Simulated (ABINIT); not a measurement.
Crystal: WC (Qusongite).

```
W C
1.0
     2.90650    0.00000    0.00000
    -1.45325    2.51710    0.00000
     0.00000    0.00000    2.83660
W C
1 1
Direct
  0.00000 0.00000 0.00000
  0.66667 0.33333 0.50000
```

Program: ABINIT 10.8.3 (patched build). Alike in all runs: no spin polarisation; cell as given; smearing fermi-dirac 0.05 eV.

Q: Order these runs on this cell by their pressure, lowest first.
A. level rPW86PBE; potentials or basis JTH PAW PBE v2.0; k mesh 10 × 10 × 9; cutoff (eV) 544; fine-grid cutoff 1088.46 eV
B. level AM05; potentials or basis JTH PAW PBE v2.0; k mesh 10 × 10 × 9; cutoff (eV) 544; fine-grid cutoff 1088.46 eV
C. level LDA; potentials or basis JTH PAW LDA v2.0; k mesh 13 × 13 × 12; cutoff (eV) 544; fine-grid cutoff 1088.46 eV
D. level SCAN; potentials or basis JTH PAW PBE v2.0; k mesh 10 × 10 × 9; cutoff (eV) 653; fine-grid cutoff 1251.72 eV

A: C (-10.2 GPa), B (-4.9 GPa), D (-2.4 GPa), A (17.5 GPa).

Caveats: the PAW data sets were made with another functional, which shifts forces and pressure a little (some runs); so large a pressure means that the cell lies far from this level's equilibrium, or that cutoff or potentials fall short (some runs); the potentials were made for another functional, which shifts forces and pressure (some runs).

Runs at the PBE level aren't shown here.
